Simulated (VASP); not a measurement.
Write the native input for VASP 6.6.1 that does the following.

| Property | Result |
| --- | --- |
| Task | relaxation of cell and atoms |
| Functional | PBE |
| Potentials or basis | VASP PAW PBE potentials, release 64 (W_sv, C) |
| Cutoff | 520 eV |
| k mesh | 12 × 12 × 10 |
| Occupations | gaussian, width 0.1 eV |
| Spin | no spin polarisation |
| Further INCAR settings | ALGO = Normal; EDIFF = 1e-07; IBRION = 2; EDIFFG = -0.002; NSW = 80; ISIF = 3 |

The structure of WC lies in POSCAR:

```
WC
1.0
    2.9065000000      0.0000000000      0.0000000000
   -1.4532500000      2.5171028400      0.0000000000
    0.0000000000      0.0000000000      2.8366000000
W C
1 1
Direct
    0.0000000000      0.0000000000      0.0000000000
    0.6666666700      0.3333333300      0.5000000000
```

These files were run (other wordings do the same):

INCAR

```
ALGO = Normal
EDIFF = 1E-7
EDIFFG = -0.002
ENCUT = 520
GGA = PE
IBRION = 2
ISIF = 3
ISMEAR = 0
LASPH = T
LCHARG = F
LREAL = F
LWAVE = F
NELM = 60
NSW = 80
PREC = Accurate
SIGMA = 0.1
```

KPOINTS

```
k-points
0
Gamma
  12 12 10
```

Potentials or basis: VASP PAW PBE potentials, release 64 (W_sv, C).

Launch:

```sh
$ cat potpaw_PBE.64/W_sv/POTCAR potpaw_PBE.64/C/POTCAR > POTCAR
$ mpirun -np 1 vasp_std > vasp.out
```

It gave:

| Quantity | Value |
| --- | --- |
| Relaxed volume | 10.55 Å³/atom |
| Relaxed cell | a = 2.924 Å, b = 2.924 Å, c = 2.850 Å, α = 90.00°, β = 90.00°, γ = 120.00° |
| Space group after relaxing (to 0.05 Å) | P-6m2 (No. 187) |
| Energy gained by relaxing | 3.7 meV/atom |
| Ionic steps | 6 |
| Pressure after relaxing | 0.0 GPa |
| Band gap on the k mesh | none (metal or under the smearing width) |

Wall time 55 s on 1 thread of Intel(R) Xeon(R) Platinum 8488C (Sapphire Rapids), with other jobs on the host, peak memory 0.17 GiB.
